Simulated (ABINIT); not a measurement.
# Rh (Fm-3m) in ABINIT: further runs

The runs below take Rh through band structure, equation of state, with rPW86PBE, LDA-PZ, WC, BP86.

Everything below comes from runs of ABINIT 10.8.3 (patched build). Logs are shortened: lines on timing, memory, paths and dates and some standing lists are left out, and cuts for length are marked. The log counts tension as positive stress, the text compression.

**Experimental background.**

From “Thermal equation of state of rhodium characterized by XRD in a resistively heated diamond anvil cell”, 2024, pmc:11535440, for a bulk crystal of Rh: bulk modulus 264 ± 1 GPa.

How close the calculation comes is told below.

### 1 The structure

The structure is cubic, space group Fm-3m (No. 225). Conventional cell: a = 3.796 Å, b = 3.796 Å, c = 3.796 Å, α = 90.00°, β = 90.00°, γ = 90.00°. Rh (site symmetry m-3m) has 12 Rh at 2.68 Å as nearest neighbours.

### 2 Band structure, rPW86PBE

Contents of run.abi:

```
# Datasets: ground state, then fixed potential
ndtset 2

# Pseudopotentials
pp_dirpath "./"
pseudos "Rh.GGA_PBE-JTH.xml"

# Structure
acell 3*1.0
rprim
     0.0000000000     3.5864167256     3.5864167256
     3.5864167256     0.0000000000     3.5864167256
     3.5864167256     3.5864167256     0.0000000000
ntypat 1
znucl 45
natom 1
typat 1
xcart
     0.0000000000     0.0000000000     0.0000000000 Angstrom

# Plane-wave basis
ecut 20.0
pawecutdg 40.0

# Exchange and correlation
ixc -144130

# Bands and occupations
occopt 3
tsmear 0.00183747

# SCF cycle
nstep 100

# Output
iomode 3
prtwf 0
prteig 0
prtebands 0
enunit 1
prtden1 1
prtvha1 1
prtvclmb1 1
prtpot1 1

# Dataset 1
kptopt1 1
ngkpt1 12 12 12
nshiftk1 1
shiftk1 0.0 0.0 0.0
nband1 13
tolvrs1 1.0e-9

# Dataset 2: bands along G-X-W-K-G-L-U-W-L-K
iscf2 -2
getden2 1
nband2 17
nbdbuf2 2
tolwfr2 1.0e-12
kptopt2 -9
ndivsm2 8
prteig2 1
kptbounds2
     0.0000000000     0.0000000000     0.0000000000
     0.5000000000     0.0000000000     0.5000000000
     0.5000000000     0.2500000000     0.7500000000
     0.3750000000     0.3750000000     0.7500000000
     0.0000000000     0.0000000000     0.0000000000
     0.5000000000     0.5000000000     0.5000000000
     0.6250000000     0.2500000000     0.6250000000
     0.5000000000     0.2500000000     0.7500000000
     0.5000000000     0.5000000000     0.5000000000
     0.3750000000     0.3750000000     0.7500000000
```

Potentials or basis: JTH PAW PBE v2.0.

On the command line:

```
abinit run.abi > log 2>&1
```

run.abo:

```text
.Version 10.8.3 of ABINIT
 DATASET    1 : space group Fm -3 m (#225); Bravais cF (face-center cubic)
================================================================================
 Values of the parameters that define the memory need for DATASET  1.
     intxc =       0    ionmov =       0      iscf =      17    lmnmax =      18
     lnmax =       6     mgfft =      24  mpssoang =       3    mqgrid =    3001
     natom =       1  nloc_mem =       2    nspden =       1   nspinor =       1
    nsppol =       1      nsym =      48    n1xccc =       1    ntypat =       1
    occopt =       3   xclevel =       2
       mpw =         403          nfft =       13824          nkpt =          72
 PAW method is used; the additional fine FFT grid is defined by:
   mgfftf=        30    nfftf =     27000
================================================================================
================================================================================

 DATASET    2 : space group Fm -3 m (#225); Bravais cF (face-center cubic)
================================================================================
 Values of the parameters that define the memory need for DATASET  2.
     intxc =       0    ionmov =       0      iscf =      -2    lmnmax =      18
     lnmax =       6     mgfft =      24  mpssoang =       3    mqgrid =    3001
     natom =       1  nloc_mem =       2    nspden =       1   nspinor =       1
    nsppol =       1      nsym =      48    n1xccc =       1    ntypat =       1
    occopt =       3   xclevel =       2
       mpw =         405          nfft =       13824          nkpt =         139
 PAW method is used; the additional fine FFT grid is defined by:
   mgfftf=        30    nfftf =     27000
================================================================================
================================================================================

--------------------------------------------------------------------------------
------------- Echo of variables that govern the present computation ------------
--------------------------------------------------------------------------------
 -outvars: echo values of preprocessed input variables --------
            acell      1.0000000000E+00  1.0000000000E+00  1.0000000000E+00 Bohr
              amu      1.02905500E+02
             ecut      2.00000000E+01 Hartree
           enunit           1
           getden1          0
           getden2          1
             iscf1         17
             iscf2         -2
                       outvar_i_n : Printing only first  50 k-points.
              ixc     -144130
           jdtset        1    2
                       outvar_i_n : Printing only first  50 k-points.
           kptopt1          1
           kptopt2         -9
         kptrlatt       12    0    0      0   12    0      0    0   12
          kptrlen1     6.08635101E+01
          kptrlen2     3.00000000E+01
            natom           1
            nband1         13
            nband2         17
           nbdbuf1          0
           nbdbuf2          2
           ndtset           2
           ndivsm1          0
           ndivsm2          8
            ngfft          24      24      24
          ngfftdg          30      30      30
             nkpt1         72
             nkpt2        139
            nstep         100
             nsym          48
           ntypat           1
                       prtocc : prtvol=0, do not print more k-points.
           occopt           3
        pawecutdg      4.00000000E+01 Hartree
         pawxcdev           0
        prtebands           0
           prteig1          0
           prteig2          1
           prtpot1          1
           prtpot2          0
         prtvclmb1          1
         prtvclmb2          0
           prtvha1          1
           prtvha2          0
            prtwf           0
            rprim      0.0000000000E+00  3.5864167256E+00  3.5864167256E+00
                       3.5864167256E+00  0.0000000000E+00  3.5864167256E+00
                       3.5864167256E+00  3.5864167256E+00  0.0000000000E+00
           shiftk1     0.00000000E+00  0.00000000E+00  0.00000000E+00
           shiftk2     5.00000000E-01  5.00000000E-01  5.00000000E-01
          spgroup         225
           tolvrs1     1.00000000E-09
           tolvrs2     0.00000000E+00
           tolwfr1     0.00000000E+00
           tolwfr2     1.00000000E-12
           tsmear      1.83747000E-03 Hartree
            typat      1
           useylm           1
                       outvars : Printing only first  50 k-points.
            znucl       45.00000
[... 188 lines left out ...]

-Cartesian components of stress tensor (GPa)         [Pressure=  2.2404E+01 GPa]
- sigma(1 1)= -2.24041306E+01  sigma(3 2)=  0.00000000E+00
- sigma(2 2)= -2.24041306E+01  sigma(3 1)=  0.00000000E+00
- sigma(3 3)= -2.24041306E+01  sigma(2 1)=  0.00000000E+00

================================================================================
== DATASET  2 ==================================================================

--- !DatasetInfo
iteration_state: {dtset: 2, }
dimensions: {natom: 1, nkpt: 139, mband: 17, nsppol: 1, nspinor: 1, nspden: 1, mpw: 405, }
cutoff_energies: {ecut:  20.0, pawecutdg:  40.0, }
electrons: {nelect:   1.70000000E+01, charge:   0.00000000E+00, occopt:   3.00000000E+00, tsmear:   1.83747000E-03, }
meta: {optdriver: 0, ionmov: 0, optcell: 0, iscf: -2, paral_kgb: 0, }
...

 mkfilename : getden/=0, take file _DEN from output of DATASET   1.

 Real(R)+Recip(G) space primitive vectors, cartesian coordinates (Bohr,Bohr^-1):
 R(1)=  0.0000000  3.5864167  3.5864167  G(1)= -0.1394149  0.1394149  0.1394149
 R(2)=  3.5864167  0.0000000  3.5864167  G(2)=  0.1394149 -0.1394149  0.1394149
 R(3)=  3.5864167  3.5864167  0.0000000  G(3)=  0.1394149  0.1394149 -0.1394149
 Unit cell volume ucvol=  9.2259745E+01 bohr^3
 Angles (23,13,12)=  6.00000000E+01  6.00000000E+01  6.00000000E+01 degrees

 Coarse grid specifications (used for wave-functions):

 getcut: wavevector=  0.0000  0.0000  0.0000  ngfft=  24  24  24
         ecut(hartree)=     20.000   => boxcut(ratio)=   2.35047

 getcut : COMMENT -
  Note that boxcut > 2.2 ; recall that boxcut=Gcut(box)/Gcut(sphere) = 2
  is sufficient for exact treatment of convolution.
  Such a large boxcut is a waste : you could raise ecut
  e.g. ecut=   27.623630 Hartrees makes boxcut=2

 Fine grid specifications (used for densities):

 getcut: wavevector=  0.0000  0.0000  0.0000  ngfft=  30  30  30
         ecut(hartree)=     40.000   => boxcut(ratio)=   2.07985
--------------------------------------------------------------------------------

================================================================================
 Non-SCF case, kpt    1 (  0.00000  0.00000  0.00000), residuals and eigenvalues=
  6.35E-13  7.93E-13  1.13E-13  2.73E-13  6.47E-13  9.76E-13  8.70E-13  4.33E-13
  8.95E-13  4.22E-13  6.18E-13  8.05E-13  6.88E-13  5.61E-13  3.55E-13  3.00E-13
  4.73E-13
 -2.2891E+00 -1.0915E+00 -1.0915E+00 -1.0915E+00  3.2458E-01  5.0178E-01
  5.0178E-01  5.0178E-01  5.7793E-01  5.7793E-01  1.2026E+00  1.4030E+00
  1.4030E+00  1.4030E+00  1.6160E+00  1.8067E+00  1.8067E+00
 Non-SCF case, kpt    2 (  0.02174  0.00000  0.02174), residuals and eigenvalues=
  7.06E-13  1.52E-13  8.54E-13  5.76E-13  2.35E-13  4.75E-13  5.44E-13  7.76E-13
  4.07E-13  2.26E-13  2.42E-13  8.63E-13  8.85E-13  5.06E-13  5.54E-13  2.94E-13
  4.69E-06
[... 948 lines left out ...]
 Non-SCF case, kpt  138 (  0.38393  0.38393  0.73214), residuals and eigenvalues=
  3.89E-13  4.49E-13  5.20E-13  2.73E-13  3.38E-13  8.00E-13  1.66E-13  4.43E-13
  6.12E-13  3.72E-13  1.20E-13  9.00E-14  3.57E-13  9.30E-13  8.95E-13  9.31E-13
  8.37E-13
 -2.2836E+00 -1.1123E+00 -1.1077E+00 -1.0991E+00  4.1569E-01  4.4577E-01
  5.3231E-01  5.8341E-01  6.2670E-01  9.1390E-01  9.2716E-01  1.0661E+00
  1.2427E+00  1.3858E+00  1.6910E+00  1.7198E+00  1.7408E+00
 Non-SCF case, kpt  139 (  0.37500  0.37500  0.75000), residuals and eigenvalues=
  4.57E-13  7.65E-13  3.66E-13  5.48E-13  2.20E-13  5.50E-13  4.76E-13  4.17E-13
  4.04E-13  9.36E-13  4.20E-13  1.01E-13  2.43E-13  8.79E-13  6.51E-13  7.18E-13
  5.34E-13
 -2.2836E+00 -1.1127E+00 -1.1073E+00 -1.0994E+00  4.1207E-01  4.4013E-01
  5.4019E-01  5.8908E-01  6.2913E-01  9.0968E-01  9.3570E-01  1.0615E+00
  1.2271E+00  1.3953E+00  1.6946E+00  1.7006E+00  1.7536E+00

--- !ResultsGS
iteration_state: {dtset: 2, }
comment   : Summary of ground state results
lattice_vectors:
- [  0.0000000,   3.5864167,   3.5864167, ]
- [  3.5864167,   0.0000000,   3.5864167, ]
- [  3.5864167,   3.5864167,   0.0000000, ]
lattice_lengths: [   5.07196,    5.07196,    5.07196, ]
lattice_angles: [ 60.000,  60.000,  60.000, ] # degrees, (23, 13, 12)
lattice_volume:   9.2259745E+01
convergence: {deltae:  0.000E+00, res2:  0.000E+00, residm:  9.995E-13, diffor:  0.000E+00, }
etotal    :  -1.11475748E+02
entropy   :   0.00000000E+00
fermie    :   6.15970912E-01
cartesian_stress_tensor: null
pressure_GPa: null
xred      :
- [  0.0000E+00,   0.0000E+00,   0.0000E+00, Rh]
cartesian_forces: null
force_length_stats: {min: null, max: null, mean: null, }
...

 Integrated electronic density in atomic spheres:
 ------------------------------------------------
 Atom  Sphere_radius  Integrated_density
    1        2.21251         14.91567803

================================================================================

 ----iterations are completed or convergence reached----

 Mean square residual over all n,k,spin=   51.495E-14; max=  99.946E-14
 reduced coordinates (array xred) for    1 atoms
       0.000000000000      0.000000000000      0.000000000000

 cartesian coordinates (angstrom) at end:
    1      0.00000000000000     0.00000000000000     0.00000000000000
 length scales=  1.000000000000  1.000000000000  1.000000000000 bohr
              =  0.529177210544  0.529177210544  0.529177210544 angstroms
 Eigenvalues (   eV  ) for nkpt= 139  k points:
 kpt#   1, nband= 17, wtk=  1.00000, kpt=  0.0000  0.0000  0.0000 (reduced coord)
 -62.28867  -29.70108  -29.70108  -29.70108    8.83234   13.65424   13.65424   13.65424
  15.72617   15.72617   32.72320   38.17817   38.17817   38.17817   43.97483   49.16173
  49.16173
 kpt#   2, nband= 17, wtk=  1.00000, kpt=  0.0217  0.0000  0.0217 (reduced coord)
 -62.28796  -29.70455  -29.70236  -29.70236    8.85817   13.63691   13.66735   13.66735
  15.70772   15.73259   32.76134   38.08340   38.18482   38.18482   44.15098   48.98885
  48.98968
 kpt#   3, nband= 17, wtk=  1.00000, kpt=  0.0435  0.0000  0.0435 (reduced coord)
 -62.28586  -29.71486  -29.70618  -29.70618    8.93522   13.58558   13.70663   13.70663
  15.65317   15.75177   32.87480   37.83136   38.20178   38.20178   44.64552   48.53109
  48.53135
 kpt#   4, nband= 17, wtk=  1.00000, kpt=  0.0652  0.0000  0.0652 (reduced coord)
 -62.28239  -29.73180  -29.71246  -29.71246    9.06209   13.50216   13.77188   13.77188
  15.56498   15.78346   33.06090   37.49046   38.22107   38.22107   45.38631   47.91040
  47.91040
 kpt#   5, nband= 17, wtk=  1.00000, kpt=  0.0870  0.0000  0.0870 (reduced coord)
[... 525 lines left out ...]
  17.02082   23.92371   25.31119   30.06674   34.76401   37.05068   45.84209   46.21725
  48.60530
 kpt# 137, nband= 17, wtk=  1.00000, kpt=  0.3929  0.3929  0.7143 (reduced coord)
 -62.14277  -30.26631  -30.13628  -29.89948   11.41827   12.28674   14.27760   15.67088
  17.02284   24.43627   25.30937   29.43568   34.27871   37.40163   45.92537   46.57127
  47.86840
 kpt# 138, nband= 17, wtk=  1.00000, kpt=  0.3839  0.3839  0.7321 (reduced coord)
 -62.14076  -30.26635  -30.14254  -29.90868   11.31153   12.13000   14.48495   15.87551
  17.05346   24.86844   25.22929   29.00993   33.81632   37.71017   46.01487   46.79897
  47.36989
 kpt# 139, nband= 17, wtk=  1.00000, kpt=  0.3750  0.3750  0.7500 (reduced coord)
 -62.13949  -30.27865  -30.13180  -29.91662   11.21307   11.97647   14.69930   16.02973
  17.11952   24.75355   25.46179   28.88392   33.39214   37.96895   46.11134   46.27439
  47.71735

== END DATASET(S) ==============================================================
================================================================================

 -outvars: echo values of variables after computation  --------
            acell      1.0000000000E+00  1.0000000000E+00  1.0000000000E+00 Bohr
           etotal1    -1.1147574791E+02
            fcart1    -0.0000000000E+00 -0.0000000000E+00 -0.0000000000E+00
            rprim      0.0000000000E+00  3.5864167256E+00  3.5864167256E+00
                       3.5864167256E+00  0.0000000000E+00  3.5864167256E+00
                       3.5864167256E+00  3.5864167256E+00  0.0000000000E+00
           strten1    -7.6150092190E-04 -7.6150092190E-04 -7.6150092190E-04
                       0.0000000000E+00  0.0000000000E+00  0.0000000000E+00
 Calculation completed.
```

Wall time 34 s (1 thread of Arm Neoverse V2, shared host); peak memory 0.14 GiB.

Results:

| Property | Result |
| --- | --- |
| Free energy | -3033.4096 eV |
| Pressure | 22.4 GPa |
| Band gap on the k mesh | none (metal or under the smearing width) |
| Valence electrons inside the program's atomic spheres | Rh 14.92 (radii [1.1708] Å) |

Levels at the corners of the path, in eV from the Fermi level:
```csv
point,band 5,band 6,band 7,band 8,band 9,band 10,band 11,band 12
Γ,-7.93,-3.11,-3.11,-3.11,-1.04,-1.04,15.96,21.42
X,-6.36,-5.98,0.50,0.98,0.98,3.39,12.34,13.44
W,-5.05,-3.82,-3.82,-1.25,0.98,9.76,9.76,11.30
K,-5.55,-4.78,-2.06,-0.73,0.36,7.99,8.70,12.12
Γ,-7.93,-3.11,-3.11,-3.11,-1.04,-1.04,15.96,21.42
L,-6.14,-3.20,-3.20,0.55,0.55,0.84,8.70,15.50
U,-5.55,-4.78,-2.06,-0.73,0.36,7.99,8.70,12.12
W,-5.05,-3.82,-3.82,-1.25,0.98,9.76,9.76,11.30
L,-6.14,-3.20,-3.20,0.55,0.55,0.84,8.70,15.50
K,-5.55,-4.78,-2.06,-0.73,0.36,7.99,8.70,12.12
```

Caveat: so large a pressure means that the cell lies far from this level's equilibrium, or that cutoff or potentials fall short; the potentials were made for another functional, which shifts forces and pressure.

### 3 Band structure, LDA-PZ, spin-orbit coupling, no magnetisation

Contents of run.abi:

```
ndtset 2

pp_dirpath "./"
pseudos "Rh.LDA_PW-JTH.xml"

acell 3*1.0
rprim
     0.0000000000     3.5864167256     3.5864167256
     3.5864167256     0.0000000000     3.5864167256
     3.5864167256     3.5864167256     0.0000000000
ntypat 1
znucl 45
natom 1
typat 1
xred
     0.0000000000     0.0000000000     0.0000000000

ecut 544.227725 eV
pawecutdg 40.0

ixc 2

occopt 3
tsmear 0.05 eV

nspinor 2
nspden 1
pawspnorb 1

nstep 100

iomode 3
prtwf 0
prteig 0
prtebands 0
enunit 1
prtden1 1

kptopt1 4
ngkpt1 12 12 12
nshiftk1 1
shiftk1 0.0 0.0 0.0
nband1 26
tolvrs1 1.0e-9

iscf2 -2
getden2 1
nband2 34
nbdbuf2 2
tolwfr2 1.0e-12
kptopt2 -9
ndivsm2 5
prteig2 1
prtvol2 -3
kptbounds2
     0.0000000000     0.0000000000     0.0000000000
     0.5000000000     0.0000000000     0.5000000000
     0.5000000000     0.2500000000     0.7500000000
     0.3750000000     0.3750000000     0.7500000000
     0.0000000000     0.0000000000     0.0000000000
     0.5000000000     0.5000000000     0.5000000000
     0.6250000000     0.2500000000     0.6250000000
     0.5000000000     0.2500000000     0.7500000000
     0.5000000000     0.5000000000     0.5000000000
     0.3750000000     0.3750000000     0.7500000000
```

Potentials or basis: JTH PAW LDA v2.0.

On the command line:

```
abinit run.abi > log 2>&1
```

It took 1.9 min on 1 thread of Arm Neoverse V2, shared host; peak memory 0.14 GiB.

Results (log left out):

- Free energy: -3038.8587 eV
- Pressure: -9.3 GPa
- Band gap on the k mesh: none (metal or under the smearing width)
- Valence electrons inside the program's atomic spheres: Rh 14.88 (radii [1.1708] Å)

Levels at the corners of the path, in eV from the Fermi level:
```csv
point,band 12,band 13,band 14,band 15,band 16,band 17,band 18,band 19,band 20,band 21
Γ,-3.27,-3.27,-3.27,-3.02,-3.02,-1.01,-1.01,-1.01,-1.01,15.84
X,-6.08,0.50,0.50,0.86,0.86,1.12,1.12,3.13,3.13,12.24
W,-3.93,-3.90,-3.90,-1.25,-1.25,0.98,0.98,9.30,9.30,9.81
K,-4.87,-2.16,-2.16,-0.73,-0.73,0.36,0.36,7.78,7.78,8.53
Γ,-3.27,-3.27,-3.27,-3.02,-3.02,-1.01,-1.01,-1.01,-1.01,15.84
L,-3.39,-3.10,-3.10,0.47,0.47,0.63,0.63,0.65,0.65,8.58
U,-4.87,-2.16,-2.16,-0.73,-0.73,0.36,0.36,7.78,7.78,8.53
W,-3.93,-3.90,-3.90,-1.25,-1.25,0.98,0.98,9.30,9.30,9.81
L,-3.39,-3.10,-3.10,0.47,0.47,0.63,0.63,0.65,0.65,8.58
K,-4.87,-2.16,-2.16,-0.73,-0.73,0.36,0.36,7.78,7.78,8.53
```

[end of part 1 of 2]
